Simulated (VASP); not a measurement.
Here is a VASP 6.6.1 calculation.

File INCAR:

```
SYSTEM = Sb
  PREC = Accurate
  ENCUT = 520
  EDIFF = 1E-7
  ISMEAR = -1
  SIGMA = 0.05
  LREAL = .False.
  LASPH = .True.
  NELM = 100
  ALGO = Fast
  ISIF = 2
  LWAVE = .False.
  LCHARG = .False.
  LEFG = .True.
```

The input KPOINTS:

```
regular mesh
0
Gamma
  9 9 9
  0 0 0
```

POSCAR

```
Sb                                      
1.0
    2.1542000000      1.2437279499      3.7580000000
   -2.1542000000      1.2437279499      3.7580000000
    0.0000000000     -2.4874558998      3.7580000000
  Sb            
     2
Direct
     0.2351729108920509    0.2351729108920509    0.2351729108920509
     0.7648270891079492    0.7648270891079492    0.7648270891079492
```

Potentials or basis: VASP PAW LDA potentials, release 64 (Sb).

Launch:

```console
$ cat potpaw_LDA.64/Sb/POTCAR > POTCAR
$ mpirun -np 1 vasp_std > vasp.out
```

What does it give for the largest force?

0.082 eV/Å.

What does it give for the band gap on the k mesh?

0.06 eV, indirect (least direct gap 0.48 eV).

Estimate the pressure.

-1.4 GPa.

Stress tensor (GPa, compression positive):
```
-1.16  0.00  0.00
 0.00 -1.16  0.00
 0.00  0.00 -1.86
```

Caveat: spin-orbit coupling is left out, which moves the levels of the heavy elements; an odd mesh through Γ misses points on the zone boundary, where band edges often lie.
